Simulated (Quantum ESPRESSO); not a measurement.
## C in Quantum ESPRESSO: the effect of target pressure

Crystal: C.

```xyz
2
Lattice="0.0000 1.7834 1.7834 1.7834 0.0000 1.7834 1.7834 1.7834 0.0000" Properties=species:S:1:pos:R:3 pbc="T T T"
C     2.6751    2.6751    2.6751
C     1.7834    1.7834    1.7834
```

This isn't the form of C at room conditions, which is graphite.

Alike in all runs:

```yaml
Program: Quantum ESPRESSO 7.5
Task: phonons
Functional: PBE
Potentials_or_basis: GBRV 1.5 PBE
Cutoff: 612 eV
Density_cutoff: 4898 eV
k_mesh: 12 × 12 × 12, shifted
Occupations: fermi-dirac, width 0.05 eV
Spin: no spin polarisation
```

Each run relaxes the cell or the atoms first.

```csv
target pressure,relaxed volume (Å³/atom),dielectric constant (mean),highest phonon frequency (cm⁻¹)
0 GPa,5.69,5.82,1294
10 GPa,5.57,5.79,1322
50 GPa,?,?,?
```

Task: What does the run with target pressure 50 GPa give?

Result: Relaxed volume 5.17 Å³/atom; dielectric constant 5.69 mean; highest phonon frequency 1422 cm⁻¹.

Caveats: the cell is more than 3 GPa from zero pressure, which shifts response properties (some runs).
